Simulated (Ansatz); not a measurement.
# Te2Mo monolayer (2H): modes against biaxial strain in the plane of the sheet, part 2 of 3

Aim: how do the optical modes of Te2Mo monolayer (2H) shift and split under this strain?

Ansatz 0.2.0; DFT PBEsol, scalar-relativistic, plane waves, PAW; PAW set soft_1.

So far: Set-up; Bringing the structure to rest.

### Step 2. Bringing the structure to rest (continued)

ELF in the ac plane at fractional y = 0.333, with atoms of Te within 0.2 Å of it. It is the smooth field of the valence electrons, not physical close to the nuclei.

Values, 24 rows by 14 columns, each cell a mean:
```
0.00 0.00 0.00 0.00 0.00 0.00 0.00 0.00 0.00 0.00 0.00 0.00 0.00 0.00
0.00 0.00 0.00 0.00 0.00 0.00 0.00 0.00 0.00 0.00 0.00 0.00 0.00 0.00
0.00 0.00 0.00 0.00 0.00 0.00 0.00 0.00 0.00 0.00 0.00 0.00 0.00 0.00
0.00 0.00 0.00 0.00 0.00 0.00 0.00 0.00 0.00 0.00 0.00 0.00 0.00 0.00
0.00 0.00 0.00 0.00 0.00 0.00 0.00 0.00 0.00 0.00 0.00 0.00 0.00 0.00
0.00 0.00 0.00 0.00 0.00 0.00 0.00 0.00 0.00 0.00 0.00 0.00 0.00 0.00
0.00 0.00 0.00 0.00 0.00 0.00 0.00 0.00 0.00 0.00 0.00 0.00 0.00 0.00
0.00 0.00 0.00 0.00 0.00 0.00 0.00 0.00 0.00 0.00 0.00 0.00 0.00 0.00
0.00 0.00 0.00 0.00 0.00 0.00 0.00 0.00 0.00 0.00 0.00 0.00 0.00 0.00
0.00 0.00 0.00 0.00 0.00 0.00 0.00 0.00 0.00 0.00 0.00 0.00 0.00 0.00
0.00 0.00 0.00 0.00 0.00 0.00 0.00 0.00 0.00 0.00 0.00 0.00 0.00 0.00
0.00 0.00 0.00 0.00 0.00 0.00 0.00 0.00 0.00 0.00 0.00 0.00 0.00 0.00
0.01 0.00 0.00 0.00 0.01 0.03 0.06 0.13 0.17 0.19 0.18 0.14 0.09 0.04
0.27 0.09 0.04 0.05 0.19 0.42 0.61 0.73 0.77 0.78 0.77 0.75 0.68 0.54
0.55 0.35 0.20 0.26 0.48 0.57 0.52 0.36 0.24 0.20 0.21 0.31 0.46 0.56
0.39 0.27 0.20 0.23 0.34 0.44 0.46 0.40 0.33 0.29 0.31 0.37 0.44 0.46
0.26 0.21 0.21 0.21 0.24 0.30 0.36 0.37 0.34 0.32 0.33 0.36 0.37 0.34
0.54 0.39 0.25 0.31 0.50 0.54 0.45 0.26 0.13 0.09 0.10 0.20 0.37 0.50
0.43 0.18 0.08 0.11 0.33 0.58 0.70 0.73 0.70 0.69 0.69 0.72 0.72 0.67
0.05 0.02 0.01 0.01 0.03 0.10 0.21 0.34 0.40 0.43 0.42 0.36 0.27 0.16
0.00 0.00 0.00 0.00 0.00 0.00 0.00 0.01 0.01 0.02 0.01 0.01 0.01 0.00
0.00 0.00 0.00 0.00 0.00 0.00 0.00 0.00 0.00 0.00 0.00 0.00 0.00 0.00
0.00 0.00 0.00 0.00 0.00 0.00 0.00 0.00 0.00 0.00 0.00 0.00 0.00 0.00
0.00 0.00 0.00 0.00 0.00 0.00 0.00 0.00 0.00 0.00 0.00 0.00 0.00 0.00
```
Columns run along a (3.5 Å), rows up along c (31.0 Å). Atoms in or near the plane, at fractional coordinates: Te at (0.67, 0.38), Te at (0.67, 0.26).

### Step 3. Tight relaxation

Phonons need small forces and stress, so the relaxation is finished with tight tolerances on 9×9×1 k points.

Contents of input.yaml:

```yaml
crystal:
  lattice:
    - [3.4909760873, 0.0, 0.0]
    - [-1.7454880436, 3.0232739756, 0.0]
    - [0.0, 0.0, 31.0]
  atoms:
    - { symbol: Mo, position: [0.3333333333, 0.6666666667, 0.3225806452] }
    - { symbol: Te, position: [0.6666666667, 0.3333333333, 0.3807536595] }
    - { symbol: Te, position: [0.6666666667, 0.3333333333, 0.2644076308] }
  periodic: [true, true, false]
kpoints:
  mp_grid: { grid: [9, 9, 1] }
hamiltonian:
  xc: pbesol
  pseudopotentials: { kind: paw, azcp: { folder: soft_1 }, xc_functional: pbe }
scf:
  occupations: { method: fixed }
output:
  forces: true
  stress: true
  eigenvalues: true
  write_density: true
  write_potential: true
  elf: true
  volumetric_format: npy
relax:
  adjacent_minimum: "off"
  f_tol: 0.001
  max_steps: 60
  cell: { stress_2d_tol: 0.002 }
```

Started as:

```
> ansatz run input.yaml --threads 4 --pin off --max-ram 16384MiB --backend cpu --events-out ev --progress --plain --runs-dir out
```

Numbers of over 12 decimals in the logs are rounded to 6 here.

Log:

```text
[...]
Crystal: 3 atoms, lattice volume = 327.179 Å³
Basis set: ecut = 420 eV, 6373 PW (Γ), exchange–correlation on 48×48×432 points (8 copies of the dense FFT grid, shifted against one another)
Bands: 28, of which v1, the nominal top of the filled ones, is band 23 counted from 1 (22 counted from 0)
Symmetry: 12 space group operations
[...]
k-points: 12 of 81 (time reversal used)
[...]
--- Relaxed structure (1 steps of the walk, 1 accepted, 1 SCFs on fresh bases) ---
[...]
cell:  # Å, volume = 327.1795 Å³
    - [3.490976, -2.8867589464264648e-11, 0.0]
    - [-1.745488, 3.023274, 0.0]
    - [0.0, 0.0, 31.0]
  atoms:
    - { symbol: Mo, position: [0.333333, 0.666667, 0.322581] }
    - { symbol: Te, position: [0.666667, 0.333333, 0.380754] }
    - { symbol: Te, position: [0.666667, 0.333333, 0.264408] }
[key lines of the parts left out:]
SCF converged after 8 iterations
Free energy (F): -18701.485408 eV
Fermi energy:    -4.926153 eV
P = ½ c Tr σ = 0.0010 N/m
```

It took 10 s on 4 threads of Arm Neoverse V1, shared host; peak memory 0.63 GiB; 37 s of CPU time.

Little changed from the start: no atom moved by 0.005 Å and no cell edge by 0.1 %.

ELF in the ac plane at fractional y = 0.333, with atoms of Te within 0.2 Å of it. It is the smooth field of the valence electrons, not physical close to the nuclei.

Values, 24 rows by 14 columns, each cell a mean:
```
0.00 0.00 0.00 0.00 0.00 0.00 0.00 0.00 0.00 0.00 0.00 0.00 0.00 0.00
0.00 0.00 0.00 0.00 0.00 0.00 0.00 0.00 0.00 0.00 0.00 0.00 0.00 0.00
0.00 0.00 0.00 0.00 0.00 0.00 0.00 0.00 0.00 0.00 0.00 0.00 0.00 0.00
0.00 0.00 0.00 0.00 0.00 0.00 0.00 0.00 0.00 0.00 0.00 0.00 0.00 0.00
0.00 0.00 0.00 0.00 0.00 0.00 0.00 0.00 0.00 0.00 0.00 0.00 0.00 0.00
0.00 0.00 0.00 0.00 0.00 0.00 0.00 0.00 0.00 0.00 0.00 0.00 0.00 0.00
0.00 0.00 0.00 0.00 0.00 0.00 0.00 0.00 0.00 0.00 0.00 0.00 0.00 0.00
0.00 0.00 0.00 0.00 0.00 0.00 0.00 0.00 0.00 0.00 0.00 0.00 0.00 0.00
0.00 0.00 0.00 0.00 0.00 0.00 0.00 0.00 0.00 0.00 0.00 0.00 0.00 0.00
0.00 0.00 0.00 0.00 0.00 0.00 0.00 0.00 0.00 0.00 0.00 0.00 0.00 0.00
0.00 0.00 0.00 0.00 0.00 0.00 0.00 0.00 0.00 0.00 0.00 0.00 0.00 0.00
0.00 0.00 0.00 0.00 0.00 0.00 0.00 0.00 0.00 0.00 0.00 0.00 0.00 0.00
0.01 0.00 0.00 0.00 0.01 0.03 0.06 0.13 0.17 0.19 0.18 0.14 0.09 0.04
0.27 0.09 0.04 0.05 0.19 0.42 0.61 0.73 0.77 0.78 0.77 0.75 0.68 0.54
0.55 0.35 0.20 0.26 0.48 0.57 0.52 0.36 0.24 0.20 0.21 0.31 0.46 0.56
0.39 0.27 0.20 0.23 0.34 0.44 0.46 0.40 0.33 0.29 0.31 0.37 0.44 0.46
0.26 0.21 0.21 0.21 0.24 0.30 0.36 0.37 0.34 0.32 0.33 0.36 0.37 0.34
0.54 0.39 0.25 0.31 0.50 0.54 0.45 0.26 0.13 0.09 0.10 0.20 0.37 0.50
0.43 0.18 0.08 0.11 0.33 0.58 0.70 0.73 0.70 0.69 0.69 0.72 0.72 0.67
0.05 0.02 0.01 0.01 0.03 0.10 0.21 0.34 0.40 0.43 0.42 0.36 0.27 0.16
0.00 0.00 0.00 0.00 0.00 0.00 0.00 0.01 0.01 0.02 0.01 0.01 0.01 0.00
0.00 0.00 0.00 0.00 0.00 0.00 0.00 0.00 0.00 0.00 0.00 0.00 0.00 0.00
0.00 0.00 0.00 0.00 0.00 0.00 0.00 0.00 0.00 0.00 0.00 0.00 0.00 0.00
0.00 0.00 0.00 0.00 0.00 0.00 0.00 0.00 0.00 0.00 0.00 0.00 0.00 0.00
```
Columns run along a (3.5 Å), rows up along c (31.0 Å). Atoms in or near the plane, at fractional coordinates: Te at (0.67, 0.38), Te at (0.67, 0.26).

Electrostatic potential energy in the ac plane at fractional y = 0.333, with atoms of Te within 0.2 Å of it. With pseudopotentials it is smooth inside the atoms' cores, unlike the true potential.

Values in eV, 24 rows by 14 columns, each cell a mean:
```
  0   0   0   0   0   0   0   0   0   0   0   0   0   0
  0   0   0   0   0   0   0   0   0   0   0   0   0   0
  0   0   0   0   0   0   0   0   0   0   0   0   0   0
  0   0   0   0   0   0   0   0   0   0   0   0   0   0
  0   0   0   0   0   0   0   0   0   0   0   0   0   0
  0   0   0   0   0   0   0   0   0   0   0   0   0   0
  0   0   0   0   0   0   0   0   0   0   0   0   0   0
  0   0   0   0   0   0   0   0   0   0   0   0   0   0
  0   0   0   0   0   0   0   0   0   0   0   0   0   0
  0   0   0   0   0   0   0   0   0   0   0   0   0   0
  0   0   0   0   0   0   0   0   0   0   0   0   0   0
  0   0   0   0   0   0   0   0   0   0   0   0   0   0
  0   0   0   0   0   0   0   0   0   0   0   0   0   0
 -1  -1  -1  -1  -1  -1  -2  -3  -3  -4  -4  -3  -2  -1
 -7  -4  -3  -3  -6 -13 -23 -26 -16 -13 -14 -22 -27 -19
 -7  -7  -7  -7  -7  -9 -13 -18 -18 -17 -17 -19 -16 -11
 -8 -10 -12 -11  -9  -7  -7  -8 -10 -11 -10  -9  -7  -7
 -8  -4  -3  -4  -7 -15 -27 -29 -15  -9 -11 -23 -30 -21
 -2  -1  -1  -1  -2  -3  -6 -11 -13 -14 -14 -12  -9  -5
  0   0   0   0   0   0   0   0   0   0   0   0   0   0
  0   0   0   0   0   0   0   0   0   0   0   0   0   0
  0   0   0   0   0   0   0   0   0   0   0   0   0   0
  0   0   0   0   0   0   0   0   0   0   0   0   0   0
  0   0   0   0   0   0   0   0   0   0   0   0   0   0
```
Columns run along a (3.5 Å; values clipped at the 3rd and 97th percentile), rows up along c (31.0 Å). Atoms in or near the plane, at fractional coordinates: Te at (0.67, 0.38), Te at (0.67, 0.26).

Valence density in the ac plane at fractional y = 0.333, with atoms of Te within 0.2 Å of it. It is the smooth field of the valence electrons, not physical close to the nuclei.

Ten steps, logarithmic in the rise over the least value, from '_' (0 e/Å³) to '@' (11 e/Å³), each cell a mean:
```
____________________________
____________________________
____________________________
____________________________
____________________________
____________________________
____________________________
____________________________
____________________________
____________________________
____________________________
____________________________
____________________________
____________..............__
::......::--==##%%@@@@##++--
::::::::::----==******++==--
::------::::::----------::::
::::..::::--==##@@@@@@%%**==
..______....::--======--::::
____________________________
____________________________
____________________________
____________________________
____________________________
```
Columns run along a (3.5 Å), rows up along c (31.0 Å). Atoms in or near the plane, at fractional coordinates: Te at (0.67, 0.38), Te at (0.67, 0.26).

The largest force component left is 0.56 meV/Å, within the tolerances set.

### Step 4. Zone-centre response at rest

The force constants come from the linear response of the density to a displacement.

The modes at rest are the reference of the series.

Edit input.yaml of step 3 so:

```diff
@@ -18,13 +18,4 @@
 output:
-  forces: true
-  stress: true
   eigenvalues: true
-  write_density: true
-  write_potential: true
-  elf: true
-  volumetric_format: npy
-relax:
-  adjacent_minimum: "off"
-  f_tol: 0.001
-  max_steps: 60
-  cell: { stress_2d_tol: 0.002 }
+phonons:
+  method: dfpt
```

Log:

```text
Warning: crystal.symmetry: narrowed to the stabiliser of the run's FFT grids — unitary ops 12 → 6. A phonons.method: dfpt run fills in the rows of the dynamical matrix that it does not solve by its symmetry operations, which is exact only for operations that map its FFT grids onto themselves: filled in by any other, the frequencies could depend on the order in which like atoms are typed, or, by more than the grids' own error, on where the crystal sits among the grids' points. Excluded: 6 operations. The run can therefore solve more perturbations, solve them on more k-points, or both, and cost more. [rest of the remark cut]
[...]
Crystal: 3 atoms, lattice volume = 327.179 Å³
Basis set: ecut = 420 eV, 6373 PW (Γ), exchange–correlation on 48×48×432 points (8 copies of the dense FFT grid, shifted against one another)
Bands: 28, of which v1, the nominal top of the filled ones, is band 23 counted from 1 (22 counted from 0)
Symmetry: 12 space group operations
k-points: 25 of 81 (irreducible under 2 space group operations, time reversal used)
[...]
SCF iter   1: F=—  HF=-18702.227338 eV  |F-HF|=—  |Δ(HF+E_count)|=         —  Δρ=2.40e-2  dr2=2.55e0  ethr=3.10e-3  ⟨swp⟩=7.4  Hψ=3567  notcnv=0  defer=69
[...]
SCF iter  13: F=-18701.485408 eV  HF=-18701.485408 eV  |F-HF|=5.09e-11  |Δ(HF+E_count)|=  9.46e-11  Δρ=4.08e-8  dr2=6.44e-12  ethr=1.00e-12  ⟨swp⟩=29.0  Hψ=7775  notcnv=0
SCF 1 converged in 13 iterations: F = -18701.485408 eV  dr2 = 6.44e-12
[...]
DFPT response loops at Γ: preconditioner auto → none (the input reference at scf.mixing.eps_inf says where Resta's filter doesn't serve); β = 0.50; Broyden in place of MSR1
SCF converged after 13 iterations
Free energy (F): -18701.485408 eV
[...]
Internal energy: -18701.485408 eV  (E = F + TS)
E sigma→0 (E₀):  -18701.485408 eV
Fermi energy:    -4.926157 eV
[...]
--- Band table (eV; the first three rows and the last of 25) ---
  k-point 0: bands = [... 19 lower, -6.5572, -5.7527, -5.7527, -5.4931, -1.6512 (-1.6512°), -1.6512 (-1.6512°), -1.3540, -1.3540, ... 1 higher]
  k-point 1: bands = [... 19 lower, -6.4089, -5.9788, -5.6652, -5.5016, -2.2999, -2.2805, -1.7293 (-1.7293°), -1.5158, ... 1 higher]
  k-point 2: bands = [... 19 lower, -6.4669, -6.0100, -5.9736, -5.6872, -3.2897, -2.6768, -2.4588, -1.2843, ... 1 higher]
  k-point 24: bands = [... 19 lower, -7.8116, -7.2090, -6.1405, -5.3153, -3.5639, -3.0910, -2.7947, -1.2672, ... 1 higher]
  ° read free of the cell's end (the report's vacuum.weakly_bound_levels)
--- Phonons (Γ-DFPT): 6 representative perturbations + reference, on 25 of 81 k-points (Σ response iterations 25) ---
  ASR residual: 1.250e-4 → 0.000e0 eV/Å²; symmetrization residual: 8.500e-5 eV/Å²
  The last average, over the group as it would stand without the narrowing to the FFT grids, took up to 1.944e-6 eV/Å² of the zone centre's force constants
  ASR residual per site (eV/Å²): 8.29e-5 1.25e-4 1.22e-4
  Γ frequencies (cm⁻¹): 0.00 0.00 0.00 118.18 118.18 173.34 238.23 238.23 295.27
  non-analytic LO–TO correction: not included (Born effective charges unavailable; polar crystals: no LO–TO splitting at Γ)
```

The job ended after 52 s (4 threads; peak memory 1.2 GiB).

Reading the cycles: dr2 is the Hartree energy of the density residual (eV), the measure of convergence; HF is the Harris–Foulkes estimate of the energy, which meets the free energy F at convergence.

This step gave:

* sum-rule residual before enforcement: 1.25e-4 eV/Å²
* point group: -6m2
* highest optical mode at the zone centre (no LO-TO term): 295.3 cm⁻¹
* lowest optical zone-centre mode: 118.2 cm⁻¹

Without the LO-TO term. Patterns of degenerate modes are one choice out of their space. Modes at Γ, with each element's share of the kinetic energy:

```
mode  frequency (cm⁻¹)  symmetry  Mo %  Te %
   1               0.0  acoustic    27    73
   2               0.0  acoustic    27    73
   3               0.0  acoustic    27    73
   4             118.2       E''     0   100
   5             118.2       E''     0   100
   6             173.3       A1'     0   100
   7             238.2        E'    73    27
   8             238.2        E'    73    27
   9             295.3      A2''    73    27
```

Displacements in mode 5 (118.2 cm⁻¹), the largest set to 1:
```
Mo1  0.00  0.00  0.00
Te2 -0.04  1.00  0.00
Te3  0.04 -1.00  0.00
```

Displacements in mode 9 (295.3 cm⁻¹), the largest set to 1:
```
Mo1  0.00  0.00  1.00
Te2  0.00  0.00 -0.38
Te3  0.00  0.00 -0.38
```

Before it was imposed, the acoustic sum rule was missed by 1.3e-4 eV/Å². Small misses are needed for a sound result but don't prove that mesh and cutoff are converged. The lowest optical mode is real, 118 cm⁻¹.

### Step 5. A member of the series: biaxial strain of +5 % in the plane of the sheet

The cell takes a biaxial strain of +5 % in the plane of the sheet. The cell is held, and the atoms relax in it.

input.yaml, the sections that differ from step 4:

```yaml
crystal:
  lattice:
    - [3.6655248917, 0.0, 0.0]
    - [-1.8327624458, 3.1744376744, 0.0]
    - [0.0, 0.0, 31.0]
  atoms:
    - { symbol: Mo, position: [0.3333333333, 0.6666666667, 0.3225806452] }
    - { symbol: Te, position: [0.6666666667, 0.3333333333, 0.3791090812] }
    - { symbol: Te, position: [0.6666666667, 0.3333333333, 0.2660522092] }
  periodic: [true, true, false]
scf:
  occupations: { method: gaussian, width: 0.02 }
output:
  forces: true
  stress: true
  eigenvalues: true
relax:
  adjacent_minimum: "off"
  f_tol: 0.001
  max_steps: 60
# kpoints, hamiltonian: as in step 4
# phonons: removed
```

Log:

```text
[...]
--- Relaxed structure (5 steps of the walk, 4 accepted, 0 SCFs on fresh bases) ---
  F+E_penalty+E_count = -18701.31962895 eV   max|allowed force component| = 7.183e-5 eV/Å
  cell:  # Å, volume = 360.7154 Å³
    - [3.665525, -2.886755449014045e-11, 0.0]
    - [-1.832762, 3.174438, 0.0]
    - [0.0, 0.0, 31.0]
  atoms:
    - { symbol: Mo, position: [0.333333, 0.666667, 0.322581] }
    - { symbol: Te, position: [0.666667, 0.333333, 0.378731] }
    - { symbol: Te, position: [0.666667, 0.333333, 0.266430] }
[key lines of the parts left out:]
SCF converged after 2 iterations
Free energy (F): -18701.319629 eV
Fermi energy:    -4.745254 eV
P = ½ c Tr σ = -4.5754 N/m
```

Wall time 18 s (4 threads); peak memory 0.66 GiB; 67 s of CPU time.

Step by step:

| step | energy less that of the first step (eV) | largest force component (eV/Å) |
| --- | --- | --- |
| 1 | 0.0000 | 0.1605 |
| 2 | 0.0139 | 0.4843 |
| 3 | -0.0019 | 0.0094 |
| 4 | -0.0019 | 0.0001 |
| 5 | -0.0019 | 0.0001 |

Relaxation step 2 was tried and not accepted.

The run keeps the 12 symmetry operations that it works with, so distortions that break them were not tested.

The atoms that moved most (Å):

```
atom     dx     dy      dz  length
 Te3  0.000  0.000   0.012   0.012
 Te2  0.000  0.000  -0.012   0.012
```

Final coordinates:

```
Mo Te
1.0
     3.66552    0.00000    0.00000
    -1.83276    3.17444    0.00000
     0.00000    0.00000   31.00000
Mo Te
1 2
Direct
  0.33333 0.66667 0.32258
  0.66667 0.33333 0.37873
  0.66667 0.33333 0.26643
```

This step gave:

```yaml
gap_on_the_k_mesh: 0.8255 eV
area_per_atom: 3.879 Å²
```

The largest force component left is 0.072 meV/Å.

### Step 6. Zone-centre modes of the member: biaxial strain of +5 % in the plane of the sheet

The zone-centre modes follow for biaxial strain of +5 % in the plane of the sheet.

input.yaml, the sections that differ from step 5:

```yaml
crystal:
  lattice:
    - [3.6655248917, 0.0, 0.0]
    - [-1.8327624458, 3.1744376744, 0.0]
    - [0.0, 0.0, 31.0]
  atoms:
    - { symbol: Mo, position: [0.3333333333, 0.6666666667, 0.3225806452] }
    - { symbol: Te, position: [0.6666666667, 0.3333333333, 0.3787314982] }
    - { symbol: Te, position: [0.6666666667, 0.3333333333, 0.2664297922] }
  periodic: [true, true, false]
scf:
  occupations: { method: fixed }
output:
  eigenvalues: true
phonons:
  method: dfpt
# kpoints, hamiltonian: as in step 5
# relax: removed
```

Log:

```text
[...]
Crystal: 3 atoms, lattice volume = 360.715 Å³
Basis set: ecut = 420 eV, 6991 PW (Γ), exchange–correlation on 50×50×432 points (8 copies of the dense FFT grid, shifted against one another)
Bands: 28, of which v1, the nominal top of the filled ones, is band 23 counted from 1 (22 counted from 0)
Symmetry: 12 space group operations
k-points: 25 of 81 (irreducible under 2 space group operations, time reversal used)
[...]
SCF iter   1: F=—  HF=-18702.100244 eV  |F-HF|=—  |Δ(HF+E_count)|=         —  Δρ=2.50e-2  dr2=3.24e0  ethr=3.10e-3  ⟨swp⟩=7.7  Hψ=3597  notcnv=0  defer=72
[...]
SCF iter  11: F=-18701.319629 eV  HF=-18701.319629 eV  |F-HF|=1.46e-10  |Δ(HF+E_count)|=  5.82e-11  Δρ=4.30e-8  dr2=9.91e-12  ethr=1.00e-12  ⟨swp⟩=28.4  Hψ=7508  notcnv=0
SCF 1 converged in 11 iterations: F = -18701.319629 eV  dr2 = 9.91e-12
[...]
SCF converged after 11 iterations
Free energy (F): -18701.319629 eV
[...]
Internal energy: -18701.319629 eV  (E = F + TS)
E sigma→0 (E₀):  -18701.319629 eV
Fermi energy:    -5.158053 eV
[...]
--- Band table (eV; the first three rows and the last of 25) ---
  k-point 0: bands = [... 19 lower, -6.3136, -6.1536, -6.1536, -5.1902, -2.2904, -2.2904, -1.9691, -1.9691, ... 1 higher]
  k-point 1: bands = [... 19 lower, -6.8686, -6.3531, -5.7691, -5.2633, -2.7911, -2.6618, -2.2831, -2.1268, ... 1 higher]
  k-point 2: bands = [... 19 lower, -6.7827, -6.5361, -5.8521, -5.5853, -3.3848, -3.0035, -2.9259, -1.8127, ... 1 higher]
  k-point 24: bands = [... 19 lower, -7.6830, -7.2416, -6.0483, -5.5961, -3.7163, -3.6117, -2.9274, -1.5750, ... 1 higher]
[...]
ASR residual: 1.165e-4 → 0.000e0 eV/Å²; symmetrization residual: 6.145e-5 eV/Å²
[...]
ASR residual per site (eV/Å²): 1.16e-4 5.57e-5 3.92e-5
  Γ frequencies (cm⁻¹): 0.00 0.00 0.00 114.31 114.31 172.26 227.55 227.55 284.80
[...]
```

It took 61 s on 4 threads; peak memory 1.3 GiB; 3.9 min of CPU time.

Numbers from this step:

- sum-rule residual before enforcement: 1.16e-4 eV/Å²
- highest optical mode at the zone centre (no LO-TO term): 284.8 cm⁻¹
- lowest optical zone-centre mode: 114.3 cm⁻¹

Without the LO-TO term. Patterns of degenerate modes are one choice out of their space. The modes at Γ (shares of kinetic energy by element, %):

```csv
mode,frequency (cm⁻¹),symmetry,Mo %,Te %
1,0.0,acoustic,27,73
2,0.0,acoustic,27,73
3,0.0,acoustic,27,73
4,114.3,E'',0,100
5,114.3,E'',0,100
6,172.3,A1',0,100
7,227.6,E',73,27
8,227.6,E',73,27
9,284.8,A2'',73,27
```

The lowest optical mode is real, 114 cm⁻¹, and the highest lies at 284.8 cm⁻¹.

For the highest optical mode at the zone centre (no LO-TO term), step 4 gave 295 cm⁻¹; this run, with strain 5 %, gives 285 cm⁻¹ (-4 %).

(Part 2 of 3 ends here.)

[Logs are printed without paths, hosts, clocks, repeated set-up lines and the standing remarks that a program may print on its own settings, such as how far it seeks lower states.]

[Hosts, paths, dates, database ids (printed as entryN), source tags and the programs' standing remarks are cut or masked in the printed files.]
